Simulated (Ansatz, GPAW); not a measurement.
Given: the input of a run of GPAW 26.7.0 (ASE script) on AlN. 

Contents of run.py:

```python
from ase import Atoms
from ase.dft.bandgap import bandgap
from ase.io import write
from ase.units import Bohr, GPa
from gpaw import GPAW, PW, setup_paths
from gpaw.elf import elf_from_dft_calculation

setup_paths.insert(0, '.')

atoms = Atoms(['Al', 'Al', 'N', 'N'],
              cell=[[3.113, 0.0, 0.0],
                    [-1.5565, 2.695937082, 0.0],
                    [0.0, 0.0, 4.981]],
              scaled_positions=[[0.6666666667, 0.3333333333, 0.5],
                                [0.3333333333, 0.6666666667, 0.0],
                                [0.6666666667, 0.3333333333, 0.88],
                                [0.3333333333, 0.6666666667, 0.38]],
              pbc=True)

calc = GPAW(mode=PW(800),
            xc='PBEsol',
            kpts={'size': (10, 10, 6), 'gamma': True},
            occupations={'name': 'fermi-dirac', 'width': 0.05},
            nbands=18,
            convergence={'density': 1e-05, 'energy': 1e-05},
            maxiter=150,
            txt='gpaw.txt')
atoms.calc = calc
energy = atoms.get_potential_energy()
forces = atoms.get_forces()
stress = atoms.get_stress()
calc.write('gs.gpw')
write('result.traj', atoms)
print(f'Energy: {energy:.6f} eV')
print('Forces (eV/A):')
print(forces.round(4))
print('Stress (GPa):', (stress / GPa).round(3))
print('Fermi level:', round(calc.get_fermi_level(), 4), 'eV')
print(f'Gap: {bandgap(calc)[0]:.4f} eV, direct: {bandgap(calc, direct=True)[0]:.4f} eV')

# fields on the real-space grid
write('density.cube', atoms, data=calc.get_pseudo_density() * Bohr**3)
write('potential.cube', atoms, data=calc.get_electrostatic_potential())
write('elf.cube', atoms, data=elf_from_dft_calculation(calc).data)
```

Potentials or basis: PAW data sets generated in the run's folder for this functional, pw.

Launch:

```bash
$ gpaw-setup -f PBEsol Al N
$ OMP_NUM_THREADS=1 python run.py
```

Question: Translate it to Ansatz 0.2.0. Potentials or basis there: all-electron LAPW, scalar-relativistic.

Answer: As run (cutoffs and basis follow the program's own potentials, and thresholds, step limits or extra output files can differ):

input.yaml

```yaml
crystal:
  lattice:
    - [3.113, 0.0, 0.0]
    - [-1.5565, 2.695937082, 0.0]
    - [0.0, 0.0, 4.981]
  atoms:
    - { symbol: Al, position: [0.6666666667, 0.3333333333, 0.5] }
    - { symbol: Al, position: [0.3333333333, 0.6666666667, 0.0] }
    - { symbol: "N", position: [0.6666666667, 0.3333333333, 0.88] }
    - { symbol: "N", position: [0.3333333333, 0.6666666667, 0.38] }
kpoints:
  mp_grid: { grid: [10, 10, 6] }
scf:
  occupations: { method: fermi_dirac, width: 0.05 }
hamiltonian:
  xc: pbesol
  pseudopotentials: { kind: all_electron, lapw: { basis_error: 0.001 } }
output:
  forces: true
  stress: true
  eigenvalues: true
  populations: true
```

Potentials or basis: all-electron LAPW, scalar-relativistic.

The run is started by

```console
$ ansatz run input.yaml --threads 2 --pin off --max-ram 8192MiB --backend cpu --events-out ev --progress --plain --runs-dir out
```

Both were run:

|  | GPAW | Ansatz |
| --- | --- | --- |
| Pressure | 1.1 GPa | 0.1 GPa |
| Largest force | 0.134 eV/Å | 0.130 eV/Å |

Where Ansatz's input types no cutoff or centring, it takes its own default and a Γ-centred mesh.

Pressure is positive in compression.
